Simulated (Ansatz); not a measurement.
System: skutterudite CoSb3. Method: HSE06 (plane waves, PAW; Ansatz, a quantum-chemistry and plane-wave program).

Numerical settings: plane-wave cutoff 460 eV, 4×4×4 k mesh, Fermi–Dirac smearing 0.01 eV, no spin polarisation, scalar-relativistic PAW data made under PBE.

Cell (relaxed at this level):

```yaml
crystal:
  lattice:
    - [-4.50224, 4.50224, 4.50224]
    - [4.50224, -4.50224, 4.50224]
    - [4.50224, 4.50224, -4.50224]
  atoms:
    - { symbol: Co, position: [0.00000, 0.00000, 0.50000] }
    - { symbol: Co, position: [0.50000, 0.50000, 0.50000] }
    - { symbol: Co, position: [0.00000, 0.50000, 0.00000] }
    - { symbol: Co, position: [0.50000, 0.00000, 0.00000] }
    - { symbol: Sb, position: [0.84195, 0.66490, 0.50685] }
    - { symbol: Sb, position: [0.15805, 0.33510, 0.49315] }
    - { symbol: Sb, position: [0.15805, 0.66490, 0.82295] }
    - { symbol: Sb, position: [0.84195, 0.33510, 0.17705] }
    - { symbol: Sb, position: [0.50685, 0.84195, 0.66490] }
    - { symbol: Sb, position: [0.49315, 0.15805, 0.33510] }
    - { symbol: Sb, position: [0.82295, 0.15805, 0.66490] }
    - { symbol: Sb, position: [0.17705, 0.84195, 0.33510] }
    - { symbol: Sb, position: [0.66490, 0.50685, 0.84195] }
    - { symbol: Sb, position: [0.33510, 0.49315, 0.15805] }
    - { symbol: Sb, position: [0.66490, 0.82295, 0.15805] }
    - { symbol: Sb, position: [0.33510, 0.17705, 0.84195] }
```

### Question
Predict the band gap and smallest direct gap on the k points sampled.

### Answer

- band gap: 0.69 eV (on the SCF k mesh)
- smallest direct gap on the k points sampled: 0.79 eV

Measured, for comparison: band gap 0.63 eV (temperature not stated, not corrected to a static lattice; as tabulated in Kim et al. (2020), doi:10.1038/s41597-020-00723-8).

Spin–orbit coupling is not included; with these elements it can move the gap by several tenths of an eV or more.

Computing time: roughly 2.6 core-hours.
